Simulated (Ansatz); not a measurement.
Structure relaxation of TiPt3

All numbers below come from DFT PBE, scalar-relativistic, plane waves, PAW in Ansatz 0.2.0.

The start is a database structure of TiPt3, space group P6_3/mmc (No. 194).

Input of the last, converged step (default PAW datasets):

```yaml
crystal:
  lattice:
    - [5.589973827, 0.0, 0.0]
    - [-2.7949869135, 4.8410593407, 0.0]
    - [0.0, 0.0, 9.115252221]
  atoms:
    - { symbol: Ti, position: [0.0, 0.0, 0.0] }
    - { symbol: Ti, position: [0.0, 0.0, 0.5] }
    - { symbol: Ti, position: [0.6666666667, 0.3333333333, 0.75] }
    - { symbol: Ti, position: [0.3333333333, 0.6666666667, 0.25] }
    - { symbol: Pt, position: [0.5, 0.0, 0.0] }
    - { symbol: Pt, position: [0.0, 0.5, 0.0] }
    - { symbol: Pt, position: [0.5, 0.5, 0.0] }
    - { symbol: Pt, position: [0.5, 0.0, 0.5] }
    - { symbol: Pt, position: [0.0, 0.5, 0.5] }
    - { symbol: Pt, position: [0.5, 0.5, 0.5] }
    - { symbol: Pt, position: [0.666904372, 0.833452186, 0.75] }
    - { symbol: Pt, position: [0.166547814, 0.833452186, 0.75] }
    - { symbol: Pt, position: [0.166547814, 0.333095628, 0.75] }
    - { symbol: Pt, position: [0.333095628, 0.166547814, 0.25] }
    - { symbol: Pt, position: [0.833452186, 0.166547814, 0.25] }
    - { symbol: Pt, position: [0.833452186, 0.666904372, 0.25] }
basis:
  ecutwfc: 420
kpoints:
  mp_grid: { grid: [12, 12, 4] }
hamiltonian:
  xc: pbe
scf:
  occupations: { method: gaussian, width: 0.1 }
output:
  forces: true
  stress: true
  eigenvalues: true
relax:
  adjacent_minimum: "off"
  f_tol: 0.01
  max_steps: 80
  cell: { stress_tol: 0.05 }
```

Launched as:

```bash
ansatz run input.yaml --threads 1 --pin off --max-ram 2560MiB --backend cpu --events-out ev --progress --plain --runs-dir out
```

Time: 5 min on 1 thread of Intel(R) Xeon(R) 6975P-C (Granite Rapids) (shared host), peak memory 1.6 GiB.

The program printed at the end:

```
SCF converged after 8 iterations
Free energy (F): -160288.601748 eV
Harris-Foulkes:  -160288.601748 eV  (|F-HF|=2.91e-11)
Internal energy: -160288.580235 eV  (E = F + TS)
E sigma→0 (E₀):  -160288.590992 eV
Entropy (-TS):   -0.021513 eV (-1.345 meV/atom)
Fermi energy:    21.292221 eV
--- Per-component energies (eV) ---
  E_band       = -2356.258810
  E_kinetic    = 8742.102914
  E_local      = -21585.447830  (includes V_loc(G=0)·N_el)
  E_nonlocal   = 2410.291281
  E_hartree    = 8174.967394
  E_xc         = -3541.694395
  E_vxc        = -4135.820500  (∫ρ·V_xc dr)
  E_paw        = -117631.291064  (= ΣΔE_a)
  E_vpaw       = -4137.322372  (= ΣTr[D̂ρ^β])
  E_aug_tail   = 0.002909  (compensation charges beyond the density's cutoff)
  E_ewald      = -36857.511445
  E_smearing   = -0.021513  (= −TS)
  E_closure    = 0.000000  (closes the sum)
  Σ components = -160288.601748   (vs F -160288.601748, Δ=0.00e0)
--- Forces (eV/Å), atoms counted from 1 ---
  atom   1  Ti     0.00000000     0.00000000     0.00000000
  atom   2  Ti     0.00000000     0.00000000     0.00000000
  atom   3  Ti     0.00000000     0.00000000     0.00000000
  atom   4  Ti     0.00000000     0.00000000     0.00000000
  atom   5  Pt     0.00000000     0.00000000     0.00000000
  atom   6  Pt     0.00000000     0.00000000     0.00000000
  atom   7  Pt     0.00000000     0.00000000     0.00000000
  atom   8  Pt     0.00000000     0.00000000     0.00000000
  atom   9  Pt     0.00000000     0.00000000     0.00000000
  atom  10  Pt     0.00000000     0.00000000     0.00000000
  atom  11  Pt     0.00082070     0.00047383     0.00000000
  atom  12  Pt    -0.00082070     0.00047383     0.00000000
  atom  13  Pt     0.00000000    -0.00094767     0.00000000
  atom  14  Pt    -0.00082070    -0.00047383     0.00000000
  atom  15  Pt     0.00082070    -0.00047383     0.00000000
  atom  16  Pt     0.00000000     0.00094767     0.00000000
  max |Σ_I F_I| component: 1.10e-17 eV/Å
--- Stress (GPa, compression-positive) ---
        0.012169       0.000000       0.000000
        0.000000       0.012169       0.000000
        0.000000       0.000000      -0.025501
  P = ⅓ Tr σ = -0.0004 GPa (-0.004 kbar)
--- Relaxed structure (3 steps of the walk, 2 accepted, 1 SCFs on fresh bases) ---
  F+E_penalty+E_count = -160288.60174837 eV   max|allowed force component| = 9.477e-4 eV/Å   (the final SCF, on the basis selected at the relaxed cell)
  cell:  # Å, volume = 246.1940 Å³
    - [5.589479, 0.0, 0.0]
    - [-2.794740, 4.840631, 0.0]
    - [0.0, 0.0, 9.099220]
  atoms:
    - { symbol: Ti, position: [0.000000, 0.000000, 0.000000] }
    - { symbol: Ti, position: [0.000000, 0.000000, 0.5] }
    - { symbol: Ti, position: [0.666667, 0.333333, 0.75] }
    - { symbol: Ti, position: [0.333333, 0.666667, 0.25] }
    - { symbol: Pt, position: [0.5, 0.000000, 0.000000] }
    - { symbol: Pt, position: [0.0, 0.5, 0.000000] }
    - { symbol: Pt, position: [0.5, 0.5, 0.000000] }
    - { symbol: Pt, position: [0.5, 0.000000, 0.5] }
    - { symbol: Pt, position: [0.0, 0.5, 0.5] }
    - { symbol: Pt, position: [0.5, 0.5, 0.5] }
    - { symbol: Pt, position: [0.666435, 0.833217, 0.75] }
    - { symbol: Pt, position: [0.166783, 0.833217, 0.75] }
    - { symbol: Pt, position: [0.166783, 0.333565, 0.75] }
    - { symbol: Pt, position: [0.333565, 0.166783, 0.25] }
    - { symbol: Pt, position: [0.833217, 0.166783, 0.25] }
    - { symbol: Pt, position: [0.833217, 0.666435, 0.25] }
```

Total energies depend on the potentials used, so only differences within one code and one set of settings carry meaning.

The result has space group P6_3/mmc (No. 194). Ti on Wyckoff site a (2 atoms of the primitive cell) has 12 Pt at 2.79 Å; Ti on Wyckoff site c (2 atoms of the primitive cell) is coordinated by 12 Pt at 2.79 Å; Pt on Wyckoff site g (6 atoms of the primitive cell) is coordinated by 8 Pt at 2.79 Å and 4 Ti at 2.79 Å; Pt on Wyckoff site h (6 atoms of the primitive cell) has 8 Pt at 2.79–2.80 Å and 4 Ti at 2.79 Å.

Against the elements it lies at -0.86 eV/atom. Energies over the elements count from the elements' standard structures at the same level, with no empirical corrections.

The k mesh leaves about 4 meV/atom of noise in metals. Spin–orbit coupling is left out.

Symmetry constrained the relaxation, so the result can be a saddle point.